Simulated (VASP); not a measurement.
# From an Ansatz input to VASP: BeTe (CsCl)

Ansatz input

```yaml
crystal:
  lattice:
    - [3.3564374216, 0.0, 0.0]
    - [0.0, 3.3564374216, 0.0]
    - [0.0, 0.0, 3.3564374216]
  atoms:
    - { symbol: Be, position: [0.0, 0.0, 0.0] }
    - { symbol: Te, position: [0.5, 0.5, 0.5] }
kpoints:
  mp_grid: { grid: [8, 8, 8] }
hamiltonian:
  xc: pbesol
scf:
  occupations: { method: fermi_dirac, width: 0.02 }
relax:
  f_tol: 0.005
  cell: {}
```

Q: Which VASP files do the same job?

A: 

INCAR

```
GGA = PS
EDIFFG = -5E-3
EDIFF = 1E-7
LCHARG = .FALSE.
PREC = Accurate
LWAVE = .FALSE.
LREAL = .FALSE.
ISMEAR = -1
NSW = 40
ENCUT = 600
LASPH = .TRUE.
SIGMA = 0.02
IBRION = 2
NELM = 120
NBANDS = 11
ISIF = 3
```

KPOINTS

```
KPOINTS created by Atomic Simulation Environment
0
Gamma
8 8 8
0 0 0
```

POSCAR

```
Be Te
 1.0000000000000000
     3.3564374215858606    0.0000000000000000    0.0000000000000000
     0.0000000000000000    3.3564374215858606    0.0000000000000000
     0.0000000000000000    0.0000000000000000    3.3564374215858606
 Be  Te
   1   1
Cartesian
 -0.0000000000000000  0.0000000000000000  0.0000000000000000
  1.6782187107929301  1.6782187107929301  1.6782187107929301
```

VASP ran with the recommended PBE PAW datasets (8 valence electrons in the cell). Other inputs would serve too.

```json
{"": "relaxed cell vector lengths", "Ansatz": "3.319, 3.319, 3.319 Å", "VASP": "3.321, 3.321, 3.321 Å"}
{"": "relaxed cell volume", "Ansatz": "36.56 Å³", "VASP": "36.64 Å³"}
```

The two codes use different PAW datasets and cutoffs. VASP's cell holds 8 valence electrons and Ansatz's 18.
